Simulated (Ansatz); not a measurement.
# Does disorder add resistance in series? Al(111) layers with 12.5 % Pd

Two lengths of the disordered region are known. What area resistance does the third give?

How it was computed: Ansatz 0.2.0, plane waves with PAW datasets at their recommended cutoffs (420 eV for most), Fermi-Dirac smearing; ballistic transmission by layer matching. The area resistance is RA = A (h/2e²)(1/T − 1/N), with T the zone-mean transmission per spin and N the lead's channels, both averaged over a few energies near the Fermi level; for magnets each spin is taken apart, with h/e², and the two conduct in parallel. Lateral cell 2x2, PBE, a fresh random draw for each length.

The runs, with one result withheld:

```
length (Å)  channels N  RA (fΩ m²)
      9.35       5.430       0.447
      18.7       5.470       0.808
      28.0       5.490           ?
```

Worked fit:

Ohm's law makes RA linear in the length: the slope is (0.808 − 0.447)/(18.7 − 9.35) = 0.0386 fΩ m² per Å, or 39 µΩ cm. Then 0.808 + 0.0386 × 9.35. Predicted: 1.17 fΩ m².

What the run gave:

1.02 fΩ m², so the prediction is 15 % too high. The three lengths together give 31 µΩ cm. The two increments are 0.36 and 0.21 fΩ m²; with one draw for each length, their difference can't be told from scatter.

Caveats: The scatterers repeat sideways with the small cell. The slope is a raw one; a model of isotropic scattering puts it 1.02 times the bulk value over these lengths. Atoms sit unrelaxed on the host's lattice, and the pair may not mix at random in practice.

[Logs are printed without paths, hosts, clocks, repeated set-up lines and the standing remarks that a program may print on its own settings, such as how far it seeks lower states.]
